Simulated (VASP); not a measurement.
Set up this calculation in VASP 6.6.1, as the native input.

* Task: density of states
* Functional: PBE
* Potentials or basis: VASP PAW PBE potentials, release 64 (B, N)
* Cutoff: 520 eV
* k mesh: 12 × 12 × 6
* Occupations: gaussian, width 0.02 eV
* Spin: no spin polarisation
* Dipole correction: no
* k mesh for the DOS: 18 × 18 × 9
* Occupations for the DOS: tetrahedron
* Further INCAR settings: ALGO = Normal; EDIFF = 1e-06

Crystal: BN.

```
B N
1.0
     2.55453    0.00000    0.00000
    -1.27727    2.21229    0.00000
     0.00000    0.00000    4.22450
B N
2 2
Direct
  0.33333 0.66667 0.31269
  0.66667 0.33333 0.81269
  0.66667 0.33333 0.18731
  0.33333 0.66667 0.68731
```

The cell was built by a generator and needn't be a form met in nature.

These files were run (other wordings do the same):

POSCAR

```
BN
1.0
    2.5545348137      0.0000000000      0.0000000000
   -1.2772674068      2.2122920435      0.0000000000
    0.0000000000      0.0000000000      4.2245049667
B N
2 2
Direct
    0.3333333333      0.6666666667      0.3126939999
    0.6666666667      0.3333333333      0.8126939999
    0.6666666667      0.3333333333      0.1873060001
    0.3333333333      0.6666666667      0.6873060001
```

INCAR.step1

```
SYSTEM = BN
PREC = Accurate
ENCUT = 520
EDIFF = 1E-6
ISMEAR = 0
SIGMA = 0.02
LREAL = .False.
LASPH = .True.
NELM = 100
ALGO = Normal
ISIF = 2
LWAVE = .False.
LCHARG = .True.
GGA = PE
NBANDS = 16
```

KPOINTS.step1

```
Automatic mesh
0
Gamma
  12 12 6
  0 0 0
```

INCAR.step2

```
SYSTEM = BN
PREC = Accurate
ENCUT = 520
EDIFF = 1E-6
ISMEAR = -5
SIGMA = 0.02
LREAL = .False.
LASPH = .True.
NELM = 100
ALGO = Normal
ISIF = 2
LWAVE = .False.
LCHARG = .False.
GGA = PE
LORBIT = 11
NEDOS = 2001
ICHARG = 11
```

KPOINTS.step2

```
Automatic mesh
0
Gamma
  18 18 9
  0 0 0
```

Potentials or basis: VASP PAW PBE potentials, release 64 (B, N).

Command:

```sh
$ cat potpaw_PBE.64/B/POTCAR potpaw_PBE.64/N/POTCAR > POTCAR
$ cp INCAR.step1 INCAR
$ cp KPOINTS.step1 KPOINTS
$ mpirun -np 1 vasp_std > vasp.out
$ cp INCAR.step2 INCAR
$ cp KPOINTS.step2 KPOINTS
$ mpirun -np 1 vasp_std > vasp.out
```

It gave:

| Quantity | Value |
| --- | --- |
| Valence electrons inside the program's atomic spheres | B 2.02; N 3.97 |

Wall time 38 s on 1 thread of Intel(R) Xeon(R) Platinum 8259CL CPU @ 2.50GHz (Skylake/Cascade Lake), with other jobs on the host, peak memory 0.17 GiB.
